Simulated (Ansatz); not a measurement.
The system is SnSe2.

```
Sn Se
1.0
     3.81100    0.00000    0.00000
    -1.90550    3.30042    0.00000
     0.00000    0.00000    6.13600
Sn Se
1 2
Direct
  0.00000 0.00000 0.00000
  0.66667 0.33333 0.75100
  0.33333 0.66667 0.24900
```

Base run:

- Program: Ansatz 0.2.0
- Functional: PBE
- Potentials or basis: all-electron LAPW, scalar-relativistic
- Cutoff: 239 eV
- Density cutoff: 957 eV
- Basis error allowed: 0.002 eV/atom
- k mesh: 5 × 5 × 3
- Occupations: fermi-dirac, width 0.03 eV
- Spin: no spin polarisation

Its results: band gap on the k mesh 0.80 eV, indirect (least direct gap 1.11 eV); pressure 5.7 GPa; largest force 0.742 eV/Å.

**Question.** After a change of settings the same cell gave: band gap on the k mesh 0.73 eV, indirect (least direct gap 1.01 eV); pressure 2.6 GPa; largest force 0.551 eV/Å. Which change was it?
A. k mesh from 5 × 5 × 3 to 4 × 4 × 2
B. k mesh from 5 × 5 × 3 to 4 × 4 × 2; occupations from fermi-dirac, width 0.03 eV to fermi-dirac, width 0.04 eV
C. basis error allowed from 0.002 eV/atom to 0.003 eV/atom; occupations from fermi-dirac, width 0.03 eV to fermi-dirac, width 0.02 eV
D. functional from PBE to PBEsol

**Answer.** D.

PBEsol binds more tightly than PBE, so the same cell stands under less pressure.

Caveats: spin-orbit coupling is left out, which moves the levels of the heavy elements; an odd mesh through Γ misses points on the zone boundary, where band edges often lie; this functional lacks dispersion, which binds the layers, so the pressure and a relaxed spacing across them are unreliable.

Not every run made on this cell is shown here.
